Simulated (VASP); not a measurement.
# Si36C35 (a cell with a defect) in VASP: notebook, part 2 of 2

VASP 6.6.1. The steps go on from the part before.

### Step 3. Single point, HSE06, collinear spin, ferromagnetic start

Contents of POSCAR:

```
Si36C35                                 
1.0
   -4.6397850000     -8.0363460000      0.0000000000
    9.2795730000      0.0000000000      0.0000000000
    0.0000000000      0.0000000000     10.1265810000
  Si              C             
    36    35
Direct
     0.5552817680332431    0.1108662581147442    0.9363883455675609
     0.5558583750605320    0.4439537017352745    0.9377434888158934
     0.2228727585865262    0.1108642319155663    0.9378464365440456
     0.5560319904538038    0.7792204116538038    0.9378484465682689
     0.2220762158147954    0.4446491790785282    0.9377251105132607
     0.8876084062905973    0.1107650779344475    0.9378813913006783
     0.2228360429486999    0.7791326874285317    0.9377575665641500
     0.8874826143582160    0.4438392168609936    0.9376953223531614
     0.8888224142259220    0.7779351277089225    0.9381017347754345
     0.4446844698985031    0.8895098349335041    0.4374602067962776
     0.4446414372235858    0.2222425447800927    0.4373982966495608
     0.1110146426230061    0.8889677057817671    0.4383190025132164
     0.4445187143672417    0.5557651762984130    0.4382214809992140
     0.1110593653880284    0.2222998868793991    0.4382504040450448
     0.7778992403784941    0.8890404661469689    0.4383878255834943
     0.1111322711432765    0.5557053930018467    0.4382286236770235
     0.7773341807903198    0.2223149352538826    0.4374426090280402
     0.7780468515177190    0.5562044456190622    0.4381682608982314
     0.6595875033709409    0.0074390929180893    0.6871635351186788
     0.6594879633509896    0.3199376455297459    0.6864811236618018
     0.3480205401047843    0.0079176004165060    0.6871693667953060
     0.6674115621809434    0.6674490503678987    0.6882329465006124
     0.3338965092418477    0.3331200648510138    0.6885248045528064
     0.9998586328318823    0.9997797984576476    0.6883238596455469
     0.3339872666954969    0.6682203438241495    0.6885341695781234
     0.9986953344180756    0.3330301859930411    0.6885009063993921
     0.9998625051420521    0.6673602975306896    0.6882829899783477
     0.6666432823504118    0.0001556361839761    0.1882864109288406
     0.6665305078872000    0.3335242302173071    0.1880226065288307
     0.3331392843884660    0.0000421635870427    0.1882035333636227
     0.6672334420173937    0.6671448873080171    0.1878961097651531
     0.3332801966662426    0.3333814775992024    0.1878320696872406
     0.9996030228432197    0.9994784692002718    0.1879425788908559
     0.3333685811207802    0.6668835622022760    0.1878817447462747
     0.9998049391907103    0.3333813730527331    0.1878423099067425
     0.9997081515350854    0.6670652759953164    0.1878808004736092
     0.5553297385619594    0.4428604087324070    0.7501247829973756
     0.2244644852840124    0.1117822640497128    0.7502669260404280
     0.5553627129667916    0.7799538838976066    0.7502269033438209
     0.2220865367230229    0.4447827268235596    0.7494478339187628
     0.8870608897415372    0.1116302700139531    0.7502411636232831
     0.2245869606826473    0.7802076007907209    0.7501695070298398
     0.8868264699955127    0.4425478085311421    0.7500808318369363
     0.8890188854093134    0.7781539327907013    0.7502401124188280
     0.4442119736931856    0.8887088721691493    0.2496857413192948
     0.4442015050429152    0.2224464565419282    0.2495935223520644
     0.1099285720444196    0.8884004520527254    0.2506362687813370
     0.4446040129589478    0.5557586385002747    0.2500388269095195
     0.1109183200846931    0.2221086093101430    0.2500691408993878
     0.7782696110147808    0.8884809140950846    0.2506774416093188
     0.1110158201388904    0.5557369925436668    0.2500700129557936
     0.7779586890535082    0.2225913832734915    0.2496495320206213
     0.7783123730916054    0.5568289996207867    0.2504719149820254
     0.6669411392289120    0.0000617661842587    0.4983730871366249
     0.6670246426268661    0.3343799748715121    0.4979653545164431
     0.3329569943274132    0.0000415903620483    0.4983173141609278
     0.6666201817216660    0.6668948499585253    0.5009778064470126
     0.3334126674234759    0.3334187537669178    0.5006791379864857
     0.0001171222461149    0.0002665497165479    0.5010329378521612
     0.3335060477392979    0.6670956301779716    0.5006518017619103
     0.9997587434025356    0.3333758970505956    0.5006475554586497
     0.0001539589080061    0.6668334468325883    0.5009674708860650
     0.6674557089439144    0.9993615447642774    0.0027633901792670
     0.6672314681957365    0.3350610612747774    0.0023417941762693
     0.3314773275366042    0.9992710136015130    0.0026727436253717
     0.6662657336630716    0.6666838255686585    0.0003796116411097
     0.3332490659681795    0.3334648488895243    0.0006617907998396
     0.0000931088949121    0.0004729946456899    0.0004235124829689
     0.3333267379091199    0.6669592670136070    0.0007290129626300
     0.9997465642437001    0.3334329153068891    0.0007033163046653
     0.0000519360937065    0.6665929499163745    0.0003201188685462
```

Contents of INCAR.step1:

```
  PREC = Normal
  ENCUT = 400
  EDIFF = 1E-5
  ISMEAR = 0
  SIGMA = 0.01
  LREAL = Auto
  LASPH = T
  NELM = 150
  ALGO = Normal
  ISIF = 2
  LWAVE = T
  ISPIN = 2
  MAGMOM = 0.25 0 0 0 0 0 0 0 0 0 0 0 0 0 0 0 0 0 0.25 0.25 0.25 0 0 0 0 0 0 0 0 0 0 0 0 0 0 0 0 0 0 0 0 0 0 0 0 0 0 0 0 0 0 0 0 0 0 0 0 0 0 0 0 0 0 0 0 0 0 0 0 0 0
  LORBIT = 11
  AMIX = 0.2
  BMIX = 1E-4
  AMIX_MAG = 0.8
  BMIX_MAG = 1E-4
  ICORELEVEL = 1
  NELECT = 285.0
  GGA = PE
```

Contents of INCAR.step2:

```
  PREC = Normal
  ENCUT = 400
  EDIFF = 1E-6
  ISMEAR = 0
  SIGMA = 0.01
  LREAL = Auto
  LASPH = T
  NELM = 150
  ALGO = Normal
  ISIF = 2
  LWAVE = F
  LCHARG = F
  ISPIN = 2
  MAGMOM = 0.25 0 0 0 0 0 0 0 0 0 0 0 0 0 0 0 0 0 0.25 0.25 0.25 0 0 0 0 0 0 0 0 0 0 0 0 0 0 0 0 0 0 0 0 0 0 0 0 0 0 0 0 0 0 0 0 0 0 0 0 0 0 0 0 0 0 0 0 0 0 0 0 0 0
  LORBIT = 11
  GGA = PE
  LHFCALC = T
  HFSCREEN = 0.2
  PRECFOCK = Fast
  AMIX = 0.2
  BMIX = 1E-4
  AMIX_MAG = 0.8
  BMIX_MAG = 1E-4
  ICORELEVEL = 1
  NELECT = 285.0
  ISTART = 1
```

Contents of KPOINTS:

```
Automatic mesh
0
Gamma
  1 1 1
```

Potentials or basis: VASP PAW PBE potentials, release 64 (Si, C).

Launch:

```console
cat potpaw_PBE.64/Si/POTCAR potpaw_PBE.64/C/POTCAR > POTCAR
cp INCAR.step1 INCAR
mpirun -np 8 vasp_gam > vasp.out
cp INCAR.step2 INCAR
mpirun -np 8 vasp_gam > vasp.out
```

OUTCAR:

```text
PREC = Normal
   ENCUT = 400
   EDIFF = 1E-6
   ISMEAR = 0
   LREAL = Auto
   LASPH = T
   NELM = 150
   ISIF = 2
   ISPIN = 2
   LORBIT = 11
   GGA = PE
   LHFCALC = T
   HFSCREEN = 0.2
   PRECFOCK = Fast
   AMIX = 0.2
   AMIX_MAG = 0.8
   NELECT = 285.0
   ISTART = 1

 ion  position               nearest neighbor table
   1  0.555  0.111  0.936-  63 1.92  65 1.92  64 1.92  21 3.02  19 3.03  20 3.04   4 3.08   7 3.08
                             6 3.08   3 3.08   8 3.09   2 3.09  30 3.11  28 3.11  29 3.11
   2  0.556  0.444  0.938-  64 1.89  66 1.90  67 1.90  37 1.90   8 3.08   1 3.09   3 3.09  23 3.09
                             9 3.09  29 3.10  22 3.10  32 3.10   5 3.10  31 3.10   4 3.11  20 3.14
   3  0.223  0.111  0.938-  65 1.89  67 1.90  68 1.90  38 1.90   7 3.08   1 3.08   2 3.09  23 3.09
                             9 3.09  30 3.10  24 3.10  32 3.10   5 3.10  33 3.10   6 3.11  21 3.13
   4  0.556  0.779  0.938-  63 1.89  66 1.90  69 1.90  39 1.90   6 3.08   1 3.08   7 3.09  25 3.09
                             9 3.09  28 3.10  22 3.10  34 3.10   5 3.10  31 3.10   2 3.11  19 3.13
   5  0.222  0.445  0.938-  69 1.90  70 1.90  67 1.90  40 1.91  23 3.10  26 3.10  25 3.10  35 3.10
                            34 3.10  32 3.10   7 3.10   2 3.10   6 3.10   3 3.10   8 3.10   4 3.10
   6  0.888  0.111  0.938-  63 1.89  68 1.90  70 1.90  41 1.90   4 3.08   1 3.08   8 3.09  26 3.09
                             9 3.09  28 3.10  24 3.10  35 3.10   5 3.10  33 3.10   3 3.11  19 3.13
   7  0.223  0.779  0.938-  65 1.89  71 1.90  69 1.90  42 1.90   3 3.08   1 3.08  25 3.09   4 3.09
                             9 3.09  30 3.10  27 3.10   5 3.10  34 3.10  36 3.10   8 3.11  21 3.14
   8  0.887  0.444  0.938-  64 1.89  71 1.90  70 1.90  43 1.90   2 3.08   1 3.09  26 3.09   6 3.09
                             9 3.09  29 3.09  27 3.10   5 3.10  35 3.10  36 3.10   7 3.11  20 3.14
   9  0.889  0.778  0.938-  71 1.90  66 1.90  68 1.90  44 1.90  22 3.09  31 3.09  33 3.09  27 3.09
[... 88 lines left out ...]
  70  1.000  0.333  0.001-  35 1.90   5 1.90   6 1.90   8 1.90
  71  0.000  0.667  0.000-   9 1.90   8 1.90   7 1.90  36 1.90

  LATTYP: Found a hexagonal cell.
 ALAT       =     9.2795722896
 C/A-ratio  =     1.0912766972

  Lattice vectors:

 A1 = (  -4.6397850000,  -8.0363460000,   0.0000000000)
 A2 = (   9.2795730000,   0.0000000000,   0.0000000000)
 A3 = (   0.0000000000,   0.0000000000,  10.1265810000)

Analysis of symmetry for initial positions (statically):
=====================================================================
 Subroutine PRICEL returns:
 Original cell was already a primitive cell.

 Routine SETGRP: Setting up the symmetry group for a
 hexagonal supercell.

 Subroutine GETGRP returns: Found  1 space group operations
 (whereof  1 operations were pure point group operations)
 out of a pool of 24 trial point group operations.

The static configuration has the point symmetry C_1 .

Analysis of symmetry for dynamics (positions and initial velocities):
=====================================================================
 Subroutine PRICEL returns:
 Original cell was already a primitive cell.

 Routine SETGRP: Setting up the symmetry group for a
 hexagonal supercell.

 Subroutine GETGRP returns: Found  1 space group operations
 (whereof  1 operations were pure point group operations)
 out of a pool of 24 trial point group operations.

The dynamic configuration has the point symmetry C_1 .

Analysis of structural, dynamic, and magnetic symmetry:
[... 269 lines left out ...]
  NGX = 32; NGY = 32; NGZ = 36

 number of electron     284.9999980 magnetization       1.0000000

 Free energy of the ion-electron system (eV)
  ---------------------------------------------------
  ext. energy  EPLUGINS =         0.00000000
  ---------------------------------------------------
  free energy    TOTEN  =      -595.83940686 eV

  energy without entropy =     -595.83940686  energy(sigma->0) =     -595.83940686

 the core state eigenenergies are
   1-  1s  -1770.9314  2s   -124.7658  2p    -80.7973
   2-  1s  -1771.8179  2s   -125.5615  2p    -81.5982
   3-  1s  -1771.8657  2s   -125.6108  2p    -81.6474
   4-  1s  -1771.8177  2s   -125.5614  2p    -81.5981
   5-  1s  -1771.9551  2s   -125.6962  2p    -81.7330
   6-  1s  -1771.8680  2s   -125.6134  2p    -81.6499
[... 63 lines left out ...]
  70-  1s   -255.8664
  71-  1s   -255.8748

 E-fermi :   9.7803     XC(G=0):  -9.2675

 val. band max:        9.7327666365   @ k =   0.0000   0.0000   0.0000
 cond. band min:      10.5666219727   @ k =   0.0000   0.0000   0.0000
 fundamental gap:      0.8338553362
 Fermi energy:         9.7802978982

 spin component 1

 k-point     1 :       0.0000    0.0000    0.0000
  band No.  band energies     occupation
      1      -9.5768      1.00000
      2      -8.3299      1.00000
      3      -8.2722      1.00000
      4      -7.6732      1.00000
      5      -7.6638      1.00000
      6      -7.6535      1.00000
[... 146 lines left out ...]
    153      11.6249      0.00000
    154      11.6402      0.00000
 Fermi energy:         9.7802978982

 spin component 2

 k-point     1 :       0.0000    0.0000    0.0000
  band No.  band energies     occupation
      1      -9.5646      1.00000
      2      -8.3229      1.00000
      3      -8.2555      1.00000
      4      -7.6661      1.00000
      5      -7.6610      1.00000
      6      -7.6428      1.00000
[... 146 lines left out ...]
    153      11.6484      0.00000
    154      11.6675      0.00000
 [bands above 154 left out]

------------------------ aborting loop because EDIFF is reached ----------------------------------------

  FORCE on cell =-STRESS in cart. coord.  units (eV):
  Direction    XX          YY          ZZ          XY          YZ          ZX
  --------------------------------------------------------------------------------------
  -------------------------------------------------------------------------------------
  Total      -13.0695691    -22.6066342    -14.4601830      2.3086473      0.6863664      0.1195598
  in kB      -27.7282457    -47.9619717    -30.6785559      4.8979993      1.4561870      0.2536568
  external PRESSURE =     -35.4562578 kB  Pullay stress =       0.0000000 kB

 VOLUME and BASIS-vectors are now :
 -----------------------------------------------------------------------------
  energy-cutoff  :      400.00
  volume of cell :      755.18
      direct lattice vectors                 reciprocal lattice vectors
    -4.639785000 -8.036346000  0.000000000     0.000000000 -0.124434662  0.000000000
     9.279573000  0.000000000  0.000000000     0.107763579 -0.062217311  0.000000000
     0.000000000  0.000000000 10.126581000     0.000000000  0.000000000  0.098750012

 POSITION                                       TOTAL-FORCE (eV/Angst)
 -----------------------------------------------------------------------------------
     -1.54760     -4.46244      9.48241         0.000733     -0.042571      0.346788
      1.54064     -4.46707      9.49614        -0.065013     -0.056954      0.153319
     -0.00531     -1.79108      9.49718        -0.045089     -0.049235      0.306618
      4.65096     -4.46847      9.49720         0.079902     -0.065246      0.191634
      3.09577     -1.78468      9.49595        -0.012006     -0.027846      0.255299
     -3.09046     -7.13313      9.49753         0.014192      0.144755      0.380089
[... 63 lines left out ...]
     -1.54449     -8.03431      0.00712         0.014802     -0.048199     -0.133996
      6.18546     -0.00042      0.00324         0.006544     -0.025009     -0.174166
 -----------------------------------------------------------------------------------
    total drift:                                0.027042      0.003655      0.074079

  FREE ENERGIE OF THE ION-ELECTRON SYSTEM (eV)
  ---------------------------------------------------
  free  energy   TOTEN  =      -595.8394068598 eV

  energy  without entropy=     -595.8394068598  energy(sigma->0) =     -595.83940686

 total charge

# of ion       s       p       d       tot
------------------------------------------
    1        0.737   0.965   0.000   1.702
    2        0.709   0.982   0.000   1.691
    3        0.709   0.983   0.000   1.691
    4        0.709   0.982   0.000   1.691
    5        0.708   0.981   0.000   1.689
    6        0.709   0.982   0.000   1.691
[... 63 lines left out ...]
   70        0.826   1.725   0.000   2.552
   71        0.827   1.723   0.000   2.550
--------------------------------------------------
tot         54.585  95.173   0.000 149.757

 magnetization (x)

# of ion       s       p       d       tot
------------------------------------------
    1       -0.002  -0.001   0.000  -0.003
    2       -0.000  -0.001   0.000  -0.001
    3       -0.000  -0.000   0.000  -0.000
    4       -0.000  -0.001   0.000  -0.001
    5       -0.000  -0.000   0.000  -0.000
    6        0.000   0.000   0.000   0.000
[... 63 lines left out ...]
   70       -0.000  -0.000   0.000  -0.000
   71       -0.000   0.001   0.000   0.000
--------------------------------------------------
tot          0.086   0.372   0.000   0.457
```

Run time: 5.6 min. Hardware: 8 MPI ranks of Intel Xeon Platinum 8488C (Sapphire Rapids), shared host; peak memory 0.45 GiB.

What came out:

| Property | Result |
| --- | --- |
| Free energy | -595.8394 eV |
| Largest force | 1.657 eV/Å |
| Band gap on the k mesh | 0.83 eV, direct |
| Net moment | 1.00 μB per cell |
| Site moments | Si -0.00, +0.00, +0.01, +0.16, +0.08; C +0.06, +0.03, +0.05, -0.00, +0.02, +0.01, +0.00 μB |
| Valence electrons inside the program's atomic spheres | Si 1.70, 1.69, 1.64, 1.61, 1.56, 1.68; C 2.53, 2.55, 2.52, 2.56 |

Forces in eV/Å, atoms in the order of the input:
```
Si   0.001 -0.043  0.347
Si  -0.065 -0.057  0.153
Si  -0.045 -0.049  0.307
Si   0.080 -0.065  0.192
Si  -0.012 -0.028  0.255
Si   0.014  0.145  0.380
Si   0.051 -0.084  0.465
Si  -0.037  0.134  0.504
Si   0.024  0.049  0.375
Si  -0.006 -0.107  0.229
Si   0.008 -0.063  0.296
Si   0.007  0.175 -0.001
Si  -0.001 -0.021  0.216
Si  -0.001 -0.003  0.193
Si  -0.023 -0.015 -0.023
Si  -0.004 -0.010  0.180
Si  -0.052  0.061  0.116
Si   0.078 -0.036 -0.018
Si  -0.986  0.459 -0.507
Si   0.868  1.288 -0.577
Si   0.683 -0.472 -0.711
Si   0.019  0.242  0.055
Si  -0.006 -0.166 -0.043
Si  -0.086  0.098 -0.195
Si  -0.145 -0.199 -0.075
Si  -0.113 -0.184 -0.117
Si   0.344  0.219 -0.376
Si  -0.055 -0.049 -0.050
Si   0.012 -0.050 -0.030
Si  -0.011 -0.016 -0.015
Si   0.026 -0.198  0.126
Si  -0.013 -0.011  0.075
Si  -0.124  0.135  0.151
Si   0.037 -0.015  0.079
Si   0.006  0.058  0.099
Si   0.131  0.118  0.159
C    0.292 -0.149 -0.078
C   -0.032 -0.115  0.023
C   -0.300 -0.067 -0.126
C    0.034  0.075 -0.158
C    0.270 -0.007 -0.078
C    0.000 -0.509  0.059
C   -0.532  0.196  0.004
C   -0.042 -0.079 -0.173
C   -0.005  0.024 -0.192
C    0.021  0.027 -0.190
C    0.004  0.021 -0.133
C    0.000  0.020 -0.191
C    0.013 -0.006 -0.195
C   -0.038 -0.027 -0.216
C    0.000  0.002 -0.194
C    0.002 -0.027 -0.197
C    0.036 -0.024 -0.177
C   -0.192 -0.230 -0.158
C    0.030 -0.223  0.007
C   -0.079 -0.026  0.193
C   -0.018 -0.002  0.017
C    0.015  0.040 -0.059
C    0.014 -0.053  0.061
C    0.003  0.064 -0.029
C    0.028 -0.014 -0.003
C   -0.045 -0.054  0.096
C   -0.153 -0.108  0.253
C    0.118 -0.129  0.219
C   -0.025  0.183  0.143
C   -0.020 -0.027 -0.109
C    0.035  0.036 -0.074
C   -0.030 -0.032 -0.148
C   -0.025  0.051 -0.105
C    0.015 -0.048 -0.134
C    0.007 -0.025 -0.174
```

Core levels (eV, on the scale of the bands):
| atom | levels |
| --- | --- |
| 1 Si | 1s -1770.9, 2s -124.8, 2p -80.8 |
| 2 Si | 1s -1771.8, 2s -125.6, 2p -81.6 |
| 3 Si | 1s -1771.9, 2s -125.6, 2p -81.6 |
| 4 Si | 1s -1771.8, 2s -125.6, 2p -81.6 |
| 5 Si | 1s -1772.0, 2s -125.7, 2p -81.7 |
| 6 Si | 1s -1771.9, 2s -125.6, 2p -81.6 |

Caveat: the cell is charged against a uniform background, so pressure and absolute levels hang on convention; the cutoff is under 1.25 times the usual one of these potentials, so pressure, stress and relaxed cells hold a basis-set (Pulay) error; the PAW data sets were made with another functional, which shifts forces and pressure a little.
